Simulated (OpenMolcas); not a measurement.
**C2H2Cl2 (cis-1,2-Dichloroethene) at CCSD(T)/6-311G(d,p) (Cholesky decomposition)**

Aim: the energy change on altering one bond length of C2H2Cl2 (cis-1,2-Dichloroethene) at CCSD(T)/6-311G** (Cholesky decomposition), from 2 runs. 

Program for the calculation: OpenMolcas 26.06.

1 further run of the same task is left out (it didn't finish).

## Step 1: The structure to begin with

The species is C2H2Cl2 (6 atoms), meant as a singlet with charge 0. SMILES: `Cl/C=C\Cl`. Geometry: relaxed at PBE0-D4/def2-TZVP.

Bond lengths: Cl1–C2 1.705 Å, C2–C3 1.324 Å, C3–Cl4 1.705 Å, C2–H5 1.082 Å, C3–H6 1.082 Å. Angles: Cl1–C2–C3 124.9°, C2–C3–Cl4 124.9°, Cl1–C2–H5 114.8°, C3–C2–H5 120.4°, C2–C3–H6 120.4°, Cl4–C3–H6 114.8°.

## Step 2: The energy at CCSD(T)/6-311G(d,p) (Cholesky decomposition)

Input file job.inp:

```
&GATEWAY
  BasLib=$CurrDir
  Coord
  6
  angstrom
  Cl       0.715370      -1.874620      -0.448160
  C        0.641760      -0.223420      -0.028920
  C       -0.475600       0.475660       0.100770
  Cl      -2.046720      -0.146510      -0.127570
  H        1.602850       0.246110       0.133560
  H       -0.437660       1.522780       0.370320
  Basis=6-311Gss
  Group=NoSym

&SEWARD
  High

&SCF
  PrOrbitals=0

&CHCC
  Frozen=12

&CHT3
  Frozen=12
```

The basis set 6-311G** is read from a file made from the Basis Set Exchange's data (not shown).

Command:

```bash
$ export MOLCAS_MEM=1860
$ pymolcas job.inp > job.log
```

The program printed:

```text
--- Start Module: gateway ---
[...]
--- Stop Module: gateway /rc=_RC_ALL_IS_WELL_ ---
[...]
      Basis functions          100
[...]
       Convergence after  11 Iterations
[...]
::    Total SCF energy                               -995.8961590207
[...]
      Total spin, S                                     0.0000000000
[...]
      Total electronic charge=   48.000000
      Total            charge=   -0.000000
[...]
      Dipole Moment (debye):
      Origin of the operator (angstrom)=   -0.4522   -0.6864   -0.1955
                   X=  1.2230E+00               Y=  1.8567E+00               Z=  5.2888E-01           Total=  2.2853E+00
      Quadrupole Moment (debye*angstrom):
[...]
--- Start Module: chcc ---
[...]
--- Stop Module: chcc /rc=_RC_ALL_IS_WELL_ ---
[...]
--- Start Module: cht3 ---
[...]
--- Stop Module: cht3 /rc=_RC_ALL_IS_WELL_ ---
[...]
```

Wall time 8.4 min (1 thread of Intel Xeon Platinum 8259CL at 2.50GHz (Skylake/Cascade Lake), shared host); peak memory 0.19 GiB.

## Step 3: The distorted shape, same level

Input file job.input:

```
* C2H2Cl2 CCSD(T)

&GATEWAY
  BasLib = $CurrDir
  Coord
  6
  angstrom
  Cl       0.234808      -2.109393      -0.529403
  C        0.161198      -0.458193      -0.110163
  C       -0.956162       0.240887       0.019527
  Cl      -2.527282      -0.381283      -0.208813
  H        1.602850       0.246110       0.133560
  H       -0.918222       1.288007       0.289077
  Basis = 6-311Gss
  Group = NoSym

&SEWARD
  High

&SCF
  PrOrbitals = 0

&CHCC
  Frozen = 12

&CHT3
  Frozen = 12
```

The basis set 6-311G** is read from a file made from the Basis Set Exchange's data (not shown).

Command:

```bash
$ export MOLCAS_MEM=1860
$ pymolcas job.input > job.log
```

The program printed:

```text
--- Start Module: gateway ---
[...]
--- Stop Module: gateway /rc=_RC_ALL_IS_WELL_ ---
[...]
      Basis functions          100
[...]
       Convergence after  11 Iterations
[...]
::    Total SCF energy                               -995.8038433961
[...]
      Total spin, S                                     0.0000000000
[...]
      Total electronic charge=   48.000000
      Total            charge=   -0.000000
[...]
      Dipole Moment (debye):
      Origin of the operator (angstrom)=   -0.9277   -0.9188   -0.2759
                   X=  1.0230E+00               Y=  1.6121E+00               Z=  4.5751E-01           Total=  1.9633E+00
      Quadrupole Moment (debye*angstrom):
[...]
--- Start Module: chcc ---
[...]
--- Stop Module: chcc /rc=_RC_ALL_IS_WELL_ ---
[...]
--- Start Module: cht3 ---
[...]
--- Stop Module: cht3 /rc=_RC_ALL_IS_WELL_ ---
[...]
```

It took 8.4 min on 1 thread of Intel Xeon Platinum 8259CL at 2.50GHz (Skylake/Cascade Lake), shared host; peak memory 0.19 GiB.

## Step 4: What came out

Level: CCSD(T)/6-311G** (Cholesky decomposition), 12 core orbitals frozen.

| quantity | value |
| --- | --- |
| first shape: total energy | -996.51076 Eh |
| first shape: dipole moment (mean-field density) | 2.29 D |
| first shape: HOMO energy (Hartree–Fock orbitals) | -10.05 eV |
| first shape: LUMO energy (Hartree–Fock orbitals) | 3.55 eV |
| first shape: HOMO–LUMO gap (Hartree–Fock orbitals) | 13.59 eV |
| first shape: correlation energy (12 core orbitals frozen) | -614.6 mEh |
| first shape: (T) correction | -21.51 mEh |
| distorted shape: total energy | -996.43414 Eh |
| distorted shape: dipole moment (mean-field density) | 1.96 D |
| distorted shape: HOMO energy (Hartree–Fock orbitals) | -10.13 eV |
| distorted shape: LUMO energy (Hartree–Fock orbitals) | 2.07 eV |
| distorted shape: HOMO–LUMO gap (Hartree–Fock orbitals) | 12.20 eV |
| distorted shape: correlation energy (12 core orbitals frozen) | -630.3 mEh |
| distorted shape: (T) correction | -23.87 mEh |
| energy change with the C2–H5 bond stretched from 1.082 to 1.623 Å | 2.085 eV |

What this shows: With the C2–H5 bond stretched from 1.082 to 1.623 Å the energy rises by 2.08 eV (201 kJ/mol). The first shape isn't relaxed at this level, so the change isn't measured from a minimum. Mulliken charges (first shape) of the mean-field density run from -0.13 on C2 to +0.18 on H5. The triples (first shape) make up 3.5 % of the correlation energy. Mulliken charges (distorted shape) of the mean-field density run from -0.18 on C2 to +0.18 on H6; they depend strongly on the basis. The triples (distorted shape) make up 3.8 % of the correlation energy.
